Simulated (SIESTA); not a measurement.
The system is Ti2O.

```xyz
3
Lattice="2.9194 0.0000 0.0000 -1.4597 2.5283 0.0000 0.0000 0.0000 4.7130" Properties=species:S:1:pos:R:3 pbc="T T T"
Ti    0.0000    1.6855    3.3993
Ti    1.4597    0.8428    1.3137
O     0.0000    0.0000    0.0000
```

| Property | Result |
| --- | --- |
| Program | SIESTA 5.4.2 |
| Task | single point |
| Functional | PBEsol |
| Potentials or basis | PseudoDojo 0.4 standard (PBEsol files) |
| Basis | DZP (energy shift 0.003 Ry; two zetas on semicore shells) |
| Grid cutoff | 800 Ry |
| Energy shift | 0.003 Ry |
| k mesh | 10 × 10 × 6 |
| Occupations | fermi-dirac, width 0.05 eV |
| Spin | no spin polarisation |

On this cell: pressure 6.0 GPa; largest force 1.195 eV/Å; band gap on the k mesh none (metal or under the smearing width).

The same run follows on a disturbed copy (atoms moved at random, drawn with an rms of 0.05 Å):

```
CELL_PARAMETERS angstrom
2.91940 0.00000 0.00000
-1.45970 2.52827 0.00000
0.00000 0.00000 4.71300
ATOMIC_POSITIONS crystal
Ti 0.34209 0.66171 0.72915
Ti 0.67207 0.34325 0.28370
O 0.01266 0.01127 0.00122
```

What does the disturbed cell give?

The energy (extrapolated to zero smearing) moves by -1.6 meV/atom; pressure 6.1 GPa; largest force 1.207 eV/Å; band gap on the k mesh none (metal or under the smearing width).

Forces on the atoms (eV/Å):
```
Ti  -0.085  0.226  0.852
Ti   0.117 -0.007 -1.201
O   -0.031 -0.219  0.349
```

Stress tensor (GPa, compression positive):
```
 4.71 -0.30  0.10
-0.30  4.33 -0.38
 0.10 -0.38  9.25
```

Caveats: the basis of atomic orbitals isn't converged, which shifts pressures, moduli and gaps; semilocal functionals often make such compounds metallic where correlation or magnetic order opens a gap, which also shifts bond lengths; forces of over 1 eV/Å show positions far from the minimum, so gaps and moduli don't describe the material at rest (some runs).
